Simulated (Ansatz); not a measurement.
# Worked example: vertical energy of the triplet above the singlet of C5H8O2 (methyl methacrylate)

C5H8O2: 15 atoms, total charge 0, spin state singlet. SMILES: `C=C(C)C(=O)OC`. The shape is that of a PBE0-D4/def2-TZVP optimisation. This is one conformer, not always the lowest.

Both states at this one shape; open shells run unrestricted unless said. 1 Eh = 27.2114 eV.

| level | program | singlet C5H8O2 (Eh) | triplet C5H8O2 (Eh) |
| --- | --- | --- | --- |
| wB97M-V/6-31G* (spherical functions) | Ansatz | -345.639292 | -345.489893 |
| RPA@PBE/6-31G* (spherical functions), 7 core orbitals frozen | Ansatz | -345.180734 | -345.028589 |

Work out the vertical gap, second state less first, at each level.


1. wB97M-V/6-31G* (spherical functions): -345.489893 − (-345.639292) = 0.149399 Eh = 4.07 eV.
2. RPA@PBE/6-31G* (spherical functions): -345.028589 − (-345.180734) = 0.152145 Eh = 4.14 eV.

No measured value is set beside it here; the levels span 4.07 to 4.14 eV.
